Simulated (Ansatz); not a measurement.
# Rh: from a trial structure to a relaxed crystal

All numbers below come from DFT PBE, scalar-relativistic, plane waves, PAW in Ansatz 0.2.0. Cutoff 420 eV, Γ-centred k mesh, Gaussian smearing, no spin polarisation in the final step.

The start puts Rh on the sites of a reported C cell (P6_3/mmc, No. 194), at a guessed volume.

```
Rh
1.0
     3.26695    0.00000    0.00000
    -1.63348    2.82926    0.00000
     0.00000    0.00000   10.66977
Rh
8
Direct
  0.00000 0.00000 0.09375
  0.00000 0.00000 0.59375
  0.00000 0.00000 0.40625
  0.00000 0.00000 0.90625
  0.33333 0.66667 0.15625
  0.66667 0.33333 0.65625
  0.33333 0.66667 0.34375
  0.66667 0.33333 0.84375
```

Cell and atoms relax at zero pressure; the relaxation can't lower the symmetry of the start. After a coarse first stage the cell is made exact in the group found at 0.06 Å.

Energies count from the standard state of Rh at the same level.

Problem. Which crystal results?

Solution. It keeps P6_3/mmc (No. 194). Conventional cell: a = 3.974 Å, c = 12.211 Å. Rh on Wyckoff site e (4 atoms of the primitive cell) is coordinated by 4 Rh at 2.39–2.41 Å; Rh on Wyckoff site f (4 atoms of the primitive cell) has 4 Rh at 2.38–2.39 Å.

Space group P6_3/mmc (No. 194). a = 3.974 Å, b = 3.974 Å, c = 12.211 Å, α = 90.00°, β = 90.00°, γ = 120.00°
```
atom site symmetry x y z
  Rh    4e       3m.  0.0000  0.0000  0.0986
  Rh    4f       3m.  0.3333  0.6667  0.1525
```

Problem. What are its volume, energy, density and gap?

Solution. The volume per atom is 20.88 Å³, the density is 8.18 g/cm³ and the energy over the standard structure is 1.11 eV/atom. The gap on the 12×12×4 mesh is 0 eV (a metal).

The final run used a 12×12×4 mesh on its 8-atom cell and 0.10 eV smearing. The k mesh leaves about 4 meV/atom of noise in metals. A structure relaxed within its symmetry needn't be a true minimum.